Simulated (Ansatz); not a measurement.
ZnS:

```xyz
2
Lattice="0.0000 2.7020 2.7020 2.7020 0.0000 2.7020 2.7020 2.7020 0.0000" Properties=species:S:1:pos:R:3 pbc="T T T"
Zn    4.0530    4.0530    4.0530
S     0.0000    0.0000    0.0000
```

A run of Ansatz 0.2.0 on this cell left the log below. Logs are shortened: lines on timing, memory, paths and dates and some standing lists are left out, and cuts for length are marked.

```text
Warning: RAYON_NUM_THREADS=2 ignored (pool sized by the plan → 2); use --threads N
Engine: ansatz 0.2.0, aarch64-unknown-linux-gnu
Pseudopotentials: kind: paw
Pseudopotential: Zn, paw, valence charge 12, recommended cutoff 420 eV (normal), Zn.paw.azcp
Pseudopotential: S, paw, valence charge 6, recommended cutoff 420 eV (normal), S.paw.azcp
Functional definition: unnamed
  exchange = slater_x
  correlation = vwn5_c
Crystal: 2 atoms, lattice volume = 39.454 Å³
Basis set: ecut = 420 eV, 749 PW (Γ)
Bands: 13, of which v1, the nominal top of the filled ones, is band 9 counted from 1 (8 counted from 0)
Symmetry: 24 space group operations
Space group: F-43m (ITA 216), of the structure as read, at distance tolerance 3.4e-5 Å
k-points: 35 of 729 (time reversal used)
Non-local potential: Zn, projectors of the file, l = 0: 2, l = 1: 2, l = 2: 3, l = 3: 1
Non-local potential: S, projectors of the file, l = 0: 2, l = 1: 2, l = 2: 2
PAW form: soft (Blöchl's): semilocal exchange-correlation on the pseudo side does not see the compensation charge
PAW frozen core: Zn, regenerated for the run's functional, and the local potential with it (the file was generated under x = pbe(κ = 0.804, μ = 0.2195149727645171), c = pbe(β = 0.06672455060314922))
PAW frozen core: S, regenerated for the run's functional, and the local potential with it (the file was generated under x = pbe(κ = 0.804, μ = 0.2195149727645171), c = pbe(β = 0.06672455060314922))
PAW one-centre angular grid: Zn, 590 points (default); XC on 64 Gauss nodes
PAW one-centre angular grid: S, 110 points (default); XC on 64 Gauss nodes
Initial density: superposition of atomic densities (neutral atoms: chi_scale 0, normalization atom), corrected by the library's trained network
Initial wavefunctions: pseudopotential atomic-orbital guess
Functional: x = slater, c = vwn5
SCF iter   1: F=—  HF=-4117.902452 eV  |F-HF|=—  |Δ(HF+E_count)|=         —  Δρ=7.04e-3  dr2=1.92e-2  ethr=1.77e-3  ⟨swp⟩=5.1  Hψ=2655  notcnv=0
preconditioner: auto → none  [insulator: Δε(μ)=1.788 eV  Ē_g=12.119 eV  σ=0.050 eV  W_gap=1.00  n_scr=14 (ndim 8)  ℏωp=25.1 eV  f_vac=0.026  D(μ)=0.00/eV (n_scr^D=0)  ε∞_Penn≈5.3]
SCF iter   2: F=—  HF=-4117.896517 eV  |F-HF|=—  |Δ(HF+E_count)|=   5.94e-3  Δρ=2.41e-3  dr2=1.07e-3  ethr=1.07e-4  ⟨swp⟩=3.0  Hψ=1175  notcnv=0
SCF iter   3: F=—  HF=-4117.896218 eV  |F-HF|=—  |Δ(HF+E_count)|=   2.99e-4  Δρ=1.07e-3  dr2=2.16e-4  ethr=5.96e-6  ⟨swp⟩=2.0  Hψ=770  notcnv=0
[... 47 lines left out ...]
SCF iter   6: F=-4117.931534 eV  HF=-4117.931534 eV  |F-HF|=0.00e0  |Δ(HF+E_count)|=  5.28e-11  Δρ=1.15e-7  dr2=9.52e-13  ethr=1.00e-12  ⟨swp⟩=5.0  Hψ=1855  notcnv=0
SCF 5 converged in 6 iterations: F = -4117.931534 eV  dr2 = 9.52e-13
relax step   5: F+E_penalty+E_count = -4117.93153366 eV  Δ(F+E_penalty+E_count) = +7.056e-4 eV  max|allowed force component| = 3.469e-17 eV/Å  Δτ_max = 0.0000 Å  P = -0.012 GPa  Ω = 37.129 Å³  stress off target by 1.20e-2 GPa  SCF on the basis re-selected at this cell (its energy is not comparable with the rows above)  (6 SCF iters)
basis re-selected at this cell: Δ(F+E_penalty+E_count) = +7.056e-4 eV, ΔP = -0.001 GPa vs the last step (what re-selecting the basis moved, of the pressure what is left beyond the Pulay correction that the steps carried, after the strain that the cell walked since its last selection, with what the two solves' SCF thresholds leave and, on support functions, any second-order correction that the steps lacked; it is no measure of the basis error at this ecutwfc). This SCF's stress stands 1.20e-2 GPa from its target on what of the cell is left free (relax.cell.stress_tol is 5.00e-2 GPa) and its largest allowed force component is 3.47e-17 eV/Å (relax.f_tol is 1.00e-2 eV/Å): within both
SCF converged after 6 iterations
Free energy (F): -4117.931534 eV
Harris-Foulkes:  -4117.931534 eV  (|F-HF|=0.00e0)
Internal energy: -4117.931534 eV  (E = F + TS)
E sigma→0 (E₀):  -4117.931534 eV
Fermi energy:    7.421175 eV
--- Per-component energies (eV) ---
  E_band       = 8.855905
  E_kinetic    = 240.286991
  E_local      = -2006.093091  (includes V_loc(G=0)·N_el)
  E_nonlocal   = 645.963398
  E_hartree    = 837.004418
  E_xc         = -232.713255
  E_vxc        = -142.401202  (∫ρ·V_xc dr)
  E_paw        = -2325.088503  (= ΣΔE_a)
  E_vpaw       = -402.908656  (= ΣTr[D̂ρ^β])
  E_aug_tail   = -0.000370  (compensation charges beyond the density's cutoff)
  E_ewald      = -1279.003864
  E_core_change = 1.712742  (= ΣΔE_core)
  E_smearing   = -0.000000  (= −TS)
  E_closure    = -0.000000  (closes the sum)
  Σ components = -4117.931534   (vs F -4117.931534, Δ=0.00e0)
--- Forces (eV/Å), atoms counted from 1 ---
  atom   1  Zn     0.00000000    -0.00000000    -0.00000000
  atom   2  S      0.00000000     0.00000000     0.00000000
  max |Σ_I F_I| component: 1.85e-17 eV/Å
--- Stress (GPa, compression-positive) ---
       -0.012016      -0.000000      -0.000000
       -0.000000      -0.012016      -0.000000
       -0.000000      -0.000000      -0.012016
  P = ⅓ Tr σ = -0.0120 GPa (-0.120 kbar)
--- Relaxed structure (4 steps of the walk, 4 accepted, 1 SCFs on fresh bases) ---
  F+E_penalty+E_count = -4117.93153366 eV   max|allowed force component| = 3.469e-17 eV/Å   (the final SCF, on the basis selected at the relaxed cell)
  cell:  # Å, volume = 37.1294 Å³
    - [-1.2483661480594192e-33, 2.647866004555979, 2.647866004555979]
    - [2.647866004555979, 1.8088570716779347e-33, 2.647866004555979]
    - [2.647866004555979, 2.647866004555979, 3.3629455417110884e-33]
  atoms:
    - { symbol: Zn, position: [0.7499999999999999, 0.7499999999999999, 0.7499999999999999] }
    - { symbol: S, position: [3.979684994878631e-34, -7.1871923041837976e-34, -5.405243799014261e-34] }
```

Question: What input gives this log?

Answer: Relaxation of cell and atoms with SVWN5, no spin polarisation. The files as run (others can give the same):

input.yaml
```yaml
crystal:
  lattice:
    - [0.0, 2.702, 2.702]
    - [2.702, 0.0, 2.702]
    - [2.702, 2.702, 0.0]
  atoms:
    - { symbol: Zn, position: [0.75, 0.75, 0.75] }
    - { symbol: S, position: [0.0, 0.0, 0.0] }
hamiltonian:
  xc: { exchange: slater, correlation: vwn5 }
  pseudopotentials: { kind: paw }
kpoints:
  mp_grid: { grid: [9, 9, 9] }
scf:
  occupations: { method: fermi_dirac, width: 0.05 }
output:
  forces: true
  stress: true
relax:
  f_tol: 0.01
  max_steps: 40
  cell: { stress_tol: 0.05 }
```

Potentials or basis: Ansatz PAW.
Launch:
```bash
$ ansatz run input.yaml --threads 2 --pin off --max-ram 5120MiB --backend cpu --events-out ev --progress --plain --runs-dir out
```

Caveat: odd divisions of the mesh miss points on the zone boundary, where band edges often lie, so the gap on the mesh can be too wide; the plane-wave basis is chosen anew once the cell has moved, so the energies of steps on either side of that aren't comparable; the PAW data sets come from PBE, with cores solved anew for the run's functional, which leaves a small shift of forces and pressure.
